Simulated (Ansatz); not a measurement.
# Zn: the crystal squeezed far

One table from this session's results is given with a row withheld; the runs are named, their logs left out.

Program: Ansatz 0.2.0. Level of theory: DFT, PBE, PAW with Ansatz's default frozen-core files, scalar-relativistic. These are calculated values, not measurements.

## The starting structure

Symmetry: Im-3m, No. 229, cubic system. The conventional cell has a = 3.118 Å, b = 3.118 Å, c = 3.118 Å, α = 90.00°, β = 90.00°, γ = 90.00°. Zn (site symmetry m-3m) is surrounded by 8 Zn at 2.70 Å.

Coordinates:

```cif
data_structure
_symmetry_space_group_name_H-M 'Im-3m'
_symmetry_Int_Tables_number 229
_cell_length_a 3.1178
_cell_length_b 3.1178
_cell_length_c 3.1178
_cell_angle_alpha 90.000
_cell_angle_beta 90.000
_cell_angle_gamma 90.000
_cell_volume 30.31
loop_
_atom_site_label
_atom_site_type_symbol
_atom_site_symmetry_multiplicity
_atom_site_Wyckoff_symbol
_atom_site_fract_x
_atom_site_fract_y
_atom_site_fract_z
_atom_site_occupancy
Zn1 Zn 2 a 0.00000 0.00000 0.00000 1
```

The file gives the conventional cell by its symmetry; the runs use the cell typed in the input.

Whether this phase is the stable one at these pressures isn't tested.

The first run:

Contents of input.yaml:

```yaml
crystal:
  lattice:
    - [-1.5589149808, 1.5589149808, 1.5589149808]
    - [1.5589149808, -1.5589149808, 1.5589149808]
    - [1.5589149808, 1.5589149808, -1.5589149808]
  atoms:
    - { symbol: Zn, position: [0.0, 0.0, 0.0] }
kpoints:
  mp_grid: { grid: [19, 19, 19] }
scf:
  occupations: { method: fermi_dirac, width: 0.1 }
hamiltonian:
  xc: pbe
  pseudopotentials: { kind: paw }
output:
  forces: true
  stress: true
relax:
  f_tol: 0.005
  max_steps: 40
  cell: {}
```

The run is started by

```sh
$ ansatz run input.yaml --threads 1 --pin off --max-ram 2048MiB --backend cpu --events-out ev --progress --plain --runs-dir out
```

Steps of the session up to this table: Cell relaxed at zero pressure, PAW; Volume scaled by 1, PAW; Volume scaled by 0.95, PAW; Volume scaled by 0.85, PAW; Volume scaled by 0.75, PAW; Volume scaled by 0.65, PAW; Volume scaled by 0.55, PAW; Volume scaled by 0.45, PAW; Volume scaled by 0.4, PAW; Volume scaled by 0.4, PAW (cutoff 300 eV).

One of the session's tables, all rows but one given; the rest of the session is left out.

```
             method  volume over the first  volume (Å³/atom)  pressure (GPa)
                PAW                      1            15.403            0.01
                PAW                   0.95                 ?               ?
                PAW                   0.85            13.093           16.11
                PAW                   0.75            11.553           39.37
                PAW                   0.65            10.012           85.10
                PAW                   0.55             8.472          180.82
                PAW                   0.45             6.932          399.58
                PAW                    0.4             6.161          612.83
PAW (cutoff 300 eV)                    0.4             6.161          617.34
```

Estimate the missing values for PAW, 0.95.

**Answer.** volume (Å³/atom): 14.633; pressure (GPa): 3.81. In the column «volume (Å³/atom)» it lies between PAW, 0.85 (13.093) and PAW, 1 (15.403).

To keep in mind: Warnings in the runs' records: cutoff below recommended.
